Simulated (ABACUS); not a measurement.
# GaP (F-43m) in ABACUS: convergence with k mesh

Aim: find how far k mesh must go before the results for GaP settle, at PBEsol. This setting moves, with any that are tied to it; all else stays.

Everything below comes from runs of ABACUS 3.10.1. Logs are shortened: lines on timing, memory, paths and dates and some standing lists are left out, and cuts for length are marked.

**1. Starting point**

The structure is cubic, space group F-43m (No. 216). The conventional cell has a = 5.451 Å, b = 5.451 Å, c = 5.451 Å, α = 90.00°, β = 90.00°, γ = 90.00°. Ga (site symmetry -43m) is surrounded by 4 P at 2.36 Å. P (site symmetry -43m) has 4 Ga at 2.36 Å as nearest neighbours.

**2. With k mesh 1 × 1 × 1**

Input file INPUT:

```
INPUT_PARAMETERS
suffix              GaP
calculation         scf
basis_type          lcao
pseudo_dir          ./
orbital_dir         ./
symmetry            1
dft_functional      pbesol
ecutwfc             100
pseudo_rcut         7
nspin               1
nbands              13
ks_solver           genelpa
smearing_method     gauss
smearing_sigma      0.00734986
scf_thr             1e-07
scf_nmax            100
mixing_type         broyden
mixing_beta         0.7
cal_force           1
cal_stress          1
out_mul             1
```

Input file STRU:

```
ATOMIC_SPECIES
Ga 69.7230 Ga.upf
P 30.9738 P.upf

NUMERICAL_ORBITAL
Ga_confined-atom_8au_3s3p3d1f.orb
P_confined-atom_7au_3s3p2d1f.orb

LATTICE_CONSTANT
1.8897261246

LATTICE_VECTORS
0.0000000000 2.7252500000 2.7252500000
2.7252500000 0.0000000000 2.7252500000
2.7252500000 2.7252500000 0.0000000000

ATOMIC_POSITIONS
Direct

Ga
0.0
1
0.0000000000 0.0000000000 0.0000000000 1 1 1

P
0.0
1
0.7500000000 0.7500000000 0.7500000000 1 1 1
```

Input file KPT:

```
K_POINTS
0
Gamma
1 1 1 0 0 0
```

Potentials or basis: PseudoDojo NC SR 0.4.1 PBEsol standard, TZDP LCAO (the cutoffs set its grid).

Launch:

```console
$ OMP_NUM_THREADS=1 mpirun -np 4 abacus > log
```

It took 40 s on 4 MPI ranks of AMD EPYC, shared host; peak memory 0.52 GiB.

What came out:

* Free energy: -2249.3376 eV
* Pressure: 51.0 GPa
* Band gap on the k mesh: 1.53 eV, direct
* Mulliken charges: Ga -0.61; P +0.61 e

**3. With k mesh 2 × 2 × 2**

INPUT is that of step 2.

STRU is that of step 2.

Input file KPT:

```
K_POINTS
0
Gamma
2 2 2 0 0 0
```

Potentials or basis: PseudoDojo NC SR 0.4.1 PBEsol standard, TZDP LCAO (the cutoffs set its grid).

Launch:

```console
$ OMP_NUM_THREADS=1 mpirun -np 4 abacus > log
```

Run time: 34 s. Hardware: 4 MPI ranks of AMD EPYC, shared host; peak memory 0.52 GiB.

Results:

| Quantity | Value |
| --- | --- |
| Free energy | -2264.4045 eV |
| Pressure | 7.0 GPa |
| Band gap on the k mesh | 1.31 eV, indirect (least direct gap 1.75 eV) |
| Mulliken charges | Ga -0.40; P +0.40 e |

**4. With k mesh 3 × 3 × 3**

INPUT is that of step 3.

STRU is that of step 3.

Input file KPT:

```
K_POINTS
0
Gamma
3 3 3 0 0 0
```

Launch:

```console
$ OMP_NUM_THREADS=1 mpirun -np 4 abacus > log
```

It took 34 s on 4 MPI ranks of AMD EPYC, shared host; peak memory 0.52 GiB.

Results:

- Free energy: -2266.1845 eV
- Pressure: 1.5 GPa
- Band gap on the k mesh: 1.57 eV, indirect (least direct gap 1.80 eV)
- Mulliken charges: Ga -0.38; P +0.38 e

**5. With k mesh 4 × 4 × 4**

INPUT is that of step 4.

STRU is that of step 4.

Input file KPT:

```
K_POINTS
0
Gamma
4 4 4 0 0 0
```

Launch:

```console
$ OMP_NUM_THREADS=1 mpirun -np 4 abacus > log
```

It took 32 s on 4 MPI ranks of AMD EPYC, shared host; peak memory 0.52 GiB.

Results:

| Quantity | Value |
| --- | --- |
| Free energy | -2266.5608 eV |
| Pressure | 0.3 GPa |
| Band gap on the k mesh | 1.50 eV, indirect (least direct gap 1.82 eV) |
| Mulliken charges | Ga -0.42; P +0.42 e |

**6. With k mesh 5 × 5 × 5**

INPUT is that of step 5.

STRU is that of step 5.

Input file KPT:

```
K_POINTS
0
Gamma
5 5 5 0 0 0
```

Potentials or basis: PseudoDojo NC SR 0.4.1 PBEsol standard, TZDP LCAO (the cutoffs set its grid).

Launch:

```console
$ OMP_NUM_THREADS=1 mpirun -np 4 abacus > log
```

It took 34 s on 4 MPI ranks of AMD EPYC, shared host; peak memory 0.52 GiB.

It converged, with:

* Free energy: -2266.6629 eV
* Pressure: 0.0 GPa
* Band gap on the k mesh: 1.48 eV, indirect (least direct gap 1.83 eV)
* Mulliken charges: Ga -0.42; P +0.42 e

**7. With k mesh 6 × 6 × 6**

INPUT is that of step 6.

STRU is that of step 6.

Input file KPT:

```
K_POINTS
0
Gamma
6 6 6 0 0 0
```

Launch:

```console
$ OMP_NUM_THREADS=1 mpirun -np 4 abacus > log
```

It took 32 s on 4 MPI ranks of AMD EPYC, shared host; peak memory 0.52 GiB.

It converged, with:

- Free energy: -2266.6946 eV
- Pressure: -0.1 GPa
- Band gap on the k mesh: 1.53 eV, indirect (least direct gap 1.83 eV)
- Mulliken charges: Ga -0.42; P +0.42 e

**8. With k mesh 7 × 7 × 7**

INPUT is that of step 7.

STRU is that of step 7.

Input file KPT:

```
K_POINTS
0
Gamma
7 7 7 0 0 0
```

Launch:

```console
$ OMP_NUM_THREADS=1 mpirun -np 4 abacus > log
```

It took 35 s on 4 MPI ranks of AMD EPYC, shared host; peak memory 0.52 GiB.

It converged, with:

```
Free energy            : -2266.7056 eV
Pressure               : -0.1 GPa
Band gap on the k mesh : 1.47 eV, indirect (least direct gap 1.83 eV)
Mulliken charges       : Ga -0.42; P +0.42 e
```

**9. With k mesh 9 × 9 × 9**

INPUT is that of step 8.

STRU is that of step 8.

Input file KPT:

```
K_POINTS
0
Gamma
9 9 9 0 0 0
```

Potentials or basis: PseudoDojo NC SR 0.4.1 PBEsol standard, TZDP LCAO (the cutoffs set its grid).

Launch:

```console
$ OMP_NUM_THREADS=1 mpirun -np 4 abacus > log
```

Run time: 36 s. Hardware: 4 MPI ranks of AMD EPYC, shared host; peak memory 0.52 GiB.

The run converged. Its results:

```
Free energy            : -2266.7112 eV
Pressure               : -0.2 GPa
Band gap on the k mesh : 1.48 eV, indirect (least direct gap 1.83 eV)
Mulliken charges       : Ga -0.42; P +0.42 e
```

**10. With k mesh 10 × 10 × 10**

INPUT is that of step 9.

STRU is that of step 9.

Input file KPT:

```
K_POINTS
0
Gamma
10 10 10 0 0 0
```

Potentials or basis: PseudoDojo NC SR 0.4.1 PBEsol standard, TZDP LCAO (the cutoffs set its grid).

Launch:

```console
$ OMP_NUM_THREADS=1 mpirun -np 4 abacus > log
```

running log:

```text
ABACUS v3.10.1

               Atomic-orbital Based Ab-initio Computation at UStc

 ------------------------------------------------------------------------------------

 READING GENERAL INFORMATION
                           global_out_dir = OUT.GaP/
                           global_in_card = INPUT
                               pseudo_dir = ./
                              orbital_dir = ./
                                    DSIZE = 4
                                    GSIZE = 1
[... 5 lines left out ...]

 READING ATOM TYPE 1
                               atom label = Ga
                      L=0, number of zeta = 3
                      L=1, number of zeta = 3
                      L=2, number of zeta = 3
                      L=3, number of zeta = 1
             number of atom for this type = 1

 READING ATOM TYPE 2
                               atom label = P
                      L=0, number of zeta = 3
                      L=1, number of zeta = 3
                      L=2, number of zeta = 2
                      L=3, number of zeta = 1
             number of atom for this type = 1

                        TOTAL ATOM NUMBER = 2
DIRECT COORDINATES
    atom                   x                   y                   z     mag                  vx                  vy                  vz
taud_Ga1            0.0000000000        0.0000000000        0.0000000000  0.0000        0.0000000000        0.0000000000        0.0000000000
taud_P1            0.7500000000        0.7500000000        0.7500000000  0.0000        0.0000000000        0.0000000000        0.0000000000

                          Volume (Bohr^3) = 273.178
                             Volume (A^3) = 40.4807

 Lattice vectors: (Cartesian coordinate: in unit of a_0)
                   +0            +2.72525            +2.72525
             +2.72525                  +0            +2.72525
             +2.72525            +2.72525                  +0
 Reciprocal vectors: (Cartesian coordinate: in unit of 2 pi/a_0)
            -0.183469           +0.183469           +0.183469
            +0.183469           -0.183469           +0.183469
            +0.183469           +0.183469           -0.183469
 The esolver type has been set to : ksdft_lcao

                PAO radial cut off (Bohr) = 7

 Read in pseudopotential file is Ga.upf
                     pseudopotential type = NC
          exchange-correlation functional = PBESOL
                 nonlocal core correction = 1
                        valence electrons = 13
                                     lmax = 2
                           number of zeta = 3
                     number of projectors = 6
                           L of projector = 0
                           L of projector = 0
                           L of projector = 1
[... 206 lines left out ...]
                         PeriodicBoundary = 1
                        Radius(unit:lat0) = 10.5
                                   glayer = [ 5, 5, 5 ]
                             glayer_minus = [ 4, 4, 4 ]

Find the coordinate range of the input atom(unit:lat0).
                                  min_tau = [ -21.8, -21.8, -21.8 ]
                                  max_tau = [ 25.9, 25.9, 25.9 ]
                                BoxNumber = [ 9, 9, 9 ]

 SETUP EXTENDED REAL SPACE GRID FOR GRID INTEGRATION
                          real space grid = [ 48, 48, 48 ]
                 big cell numbers in grid = [ 12, 12, 12 ]
             meshcell numbers in big cell = [ 4, 4, 4 ]
                        extended fft grid = [ 17, 17, 17 ]
                dimension of extened grid = [ 47, 47, 47 ]
                            UnitCellTotal = 125
              Atom number in sub-FFT-grid = 2
    Local orbitals number in sub-FFT-grid = 63
                                ParaV.nnr = 75286
                                 init_chg = atomic

 LCAO ALGORITHM --------------- ION=   1  ELEC=   1--------------------------------

 Density error is 0.0664695576121
----------------------------------------------------------
     Energy           Rydberg                 eV
----------------------------------------------------------
 E_KohnSham     -166.5841666027      -2266.4938623776
 E_Harris       -167.8909962079      -2284.2741913241
 E_Fermi        0.5911276491         8.0427042729
----------------------------------------------------------
[... 80 lines left out ...]
 Density error is 2.83533121546e-08
----------------------------------------------------------
     Energy           Rydberg                 eV
----------------------------------------------------------
 E_KohnSham     -166.6001914412      -2266.7118914907
 E_KS(sigma->0) -166.6001914412      -2266.7118914907
 E_Harris       -166.6001914121      -2266.7118910952
 E_band         -3.7410370738        -50.8994206336
 E_one_elec     -76.7850650757       -1044.7144063299
 E_Hartree      52.1916634642        710.1040112109
 E_xc           -45.5291659416       -619.4560819926
 E_Ewald        -96.4776238881       -1312.6454143790
 E_entropy(-TS) -0.0000000000        -0.0000000000
 E_descf        0.0000000000         0.0000000000
 E_exx          0.0000000000         0.0000000000
 E_Fermi        0.6065462758         8.2524854520
----------------------------------------------------------

 charge density convergence is achieved
 final etot is -2266.7118915 eV
 EFERMI = 8.252485452 eV

 STATE ENERGY(eV) AND OCCUPATIONS    NSPIN == 1
 1/47 kpoint (Cartesian) = 0.0000 0.0000 0.0000 (1158 pws)
       1       -7.03742     0.00200000
       2       -7.03742     0.00200000
       3       -7.03742     0.00200000
       4       -6.93691     0.00200000
       5       -6.93691     0.00200000
       6       -4.95900     0.00200000
       7        7.52463     0.00200000
       8        7.52463     0.00200000
       9        7.52463     0.00200000
      10        9.35826        0.00000
      11        11.3524        0.00000
      12        11.3524        0.00000
      13        11.3524        0.00000
[... 61 lines left out ...]
 6/47 kpoint (Cartesian) = 0.091735 0.091735 0.091735 (1156 pws)
       1       -7.11879     0.00800000
       2       -7.01244     0.00800000
       3       -7.01244     0.00800000
       4       -6.92950     0.00800000
       5       -6.92950     0.00800000
       6       -2.91685     0.00800000
       7       0.826359     0.00800000
       8        6.39281     0.00800000
       9        6.39281     0.00800000
      10        9.10718        0.00000
      11        12.1741        0.00000
      12        12.1741        0.00000
      13        15.6676        0.00000

[... levels at 41 further k points ...]

 correction force for each atom along direction 1 is 0.0145846
 correction force for each atom along direction 2 is -0.00527323
 correction force for each atom along direction 3 is -0.00353089
------------------------------------------------------------------------------------------
 TOTAL-FORCE (eV/Angstrom)
------------------------------------------------------------------------------------------
                       Ga1         0.0000000000         0.0000000000         0.0000000000
                        P1         0.0000000000         0.0000000000         0.0000000000
------------------------------------------------------------------------------------------

----------------------------------------------------------------
 TOTAL-STRESS (KBAR)
----------------------------------------------------------------
        -1.5262918456         0.0000000000         0.0000000000
         0.0000000000        -1.5262918456        -0.0000000000
         0.0000000000        -0.0000000000        -1.5262918456
----------------------------------------------------------------
 TOTAL-PRESSURE: -1.526292 KBAR

 --------------------------------------------
 !FINAL_ETOT_IS -2266.7118914906868667 eV
 --------------------------------------------
```

stdout:

```text
ABACUS v3.10.1

               Atomic-orbital Based Ab-initio Computation at UStc

,OpenMP thread number: 1,Total thread number: 4,Local thread limit: 96

[... 36 lines left out ...]
----------------------------------------------------------------
 TOTAL-STRESS (KBAR)
----------------------------------------------------------------
        -1.5262918456         0.0000000000         0.0000000000
         0.0000000000        -1.5262918456        -0.0000000000
         0.0000000000        -0.0000000000        -1.5262918456
----------------------------------------------------------------
 TOTAL-PRESSURE: -1.526292 KBAR
```

mulliken.txt:

```text
 0
CALCULATE THE MULLIkEN ANALYSIS FOR EACH ATOM
 Total charge:	18
Decomposed Mulliken populations
0                             Zeta of Ga              Spin 1
s                                      0              1.4040
[... 85 lines left out ...]
SUM OVER M+Zeta                                       0.1581

fz^3                                   0              0.0038
fxz^2                                  0              0.0066
fyz^2                                  0              0.0070
fzx^2-zy^2                             0              0.0090
fxyz                                   0              0.0054
fx^3-3*xy^2                            0              0.0064
f3yx^2-y^3                             0              0.0054
SUM OVER M                                            0.0436
SUM OVER M+Zeta                                       0.0436

SUM OVER M+Zeta+L                                     4.5754

Total Charge on atom:                  P              4.5754
```

Wall time 36 s (4 MPI ranks of AMD EPYC, shared host); peak memory 0.52 GiB.

Results:

```
Free energy            : -2266.7119 eV
Pressure               : -0.2 GPa
Band gap on the k mesh : 1.49 eV, indirect (least direct gap 1.83 eV)
Mulliken charges       : Ga -0.42; P +0.42 e
```

**11. The series at a glance**

```csv
k mesh,"energy less the tightest run, at zero smearing (meV/atom)",pressure (GPa),gap on the mesh (eV),SCF cycles,CPU time (s)
1 × 1 × 1,8687.16,50.96,1.533,11,160
2 × 2 × 2,1153.69,6.97,1.312,9,140
3 × 3 × 3,263.71,1.47,1.574,9,140
4 × 4 × 4,75.55,0.29,1.499,9,130
5 × 5 × 5,24.50,-0.04,1.478,9,130
6 × 6 × 6,8.62,-0.13,1.526,9,130
7 × 7 × 7,3.16,-0.15,1.474,9,140
9 × 9 × 9,0.33,-0.15,1.481,9,140
10 × 10 × 10,0.00,-0.15,1.490,9,140
```

Against the tightest run, the energy stays within 1 meV/atom from 9 × 9 × 9 on; the pressure stays within 0.1 GPa from 6 × 6 × 6 on; the gap on the mesh stays within 0.01 eV from 9 × 9 × 9 on. Meshes of other sizes hit other points, so gaps and Fermi surfaces needn't settle smoothly. The tightest run that finished is the yardstick and may itself not be fully converged.

Caveats: the atomic orbitals were generated for these runs and aren't a published set; the basis of atomic orbitals isn't converged, which shifts pressures, moduli and gaps.
